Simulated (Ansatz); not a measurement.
Relaxed-ion elastic tensor of ZnTe (zinc blende, space group No. 216) in GPa (Voigt order), LDA (plane waves, PAW; program Ansatz); density 5.95 g/cm³, 26.93 Å³ per atom.

```
      1     2     3     4     5     6
-  ----  ----  ----  ----  ----  ----
1  96.3  38.1  32.1   8.6   0.0   0.0
2  38.1  96.3  32.1  -8.6   0.0   0.0
3  32.1  32.1   102   0.0   0.0   0.0
4   8.6  -8.6   0.0  23.0   0.0   0.0
5   0.0   0.0   0.0   0.0  23.0   8.6
6   0.0   0.0   0.0   0.0   8.6  29.1
```

Problem. Is the crystal mechanically stable?

Solution. Yes: the smallest eigenvalue of C is 17.0 GPa.

Problem. Work out the Voigt, Reuss and Hill averages.

Solution. K_V = 55.5, K_R = 55.5, K_H = 55.5; G_V = 27.9, G_R = 24.6, G_H = 26.2 GPa.

Problem. Give Young's modulus, Poisson's ratio, Pugh's ratio and the universal anisotropy index.

Solution. E = 9KG/(3K + G) = 68.0 GPa; ν = 0.30; K/G = 2.12 (ductile by the Pugh limit of 1.75); A_U = 5G_V/G_R + K_V/K_R − 6 = 0.67.

Problem. Estimate the sound speeds and the Debye temperature.

Solution. v_l = √((K + 4G/3)/ρ) = 3900 m/s, v_t = √(G/ρ) = 2100 m/s, mean 2340 m/s; Θ = (h/k)(3n/4πV)^(1/3) v_m = 233 K.

Space group F-43m (zinc blende). Symmetry was held in the LDA relaxation; of distortions, only those at the zone centre were tested. Scalar-relativistic: spin–orbit coupling is off unless named, which matters more the heavier the elements.

Potentials: the later of the program's two PAW sets.
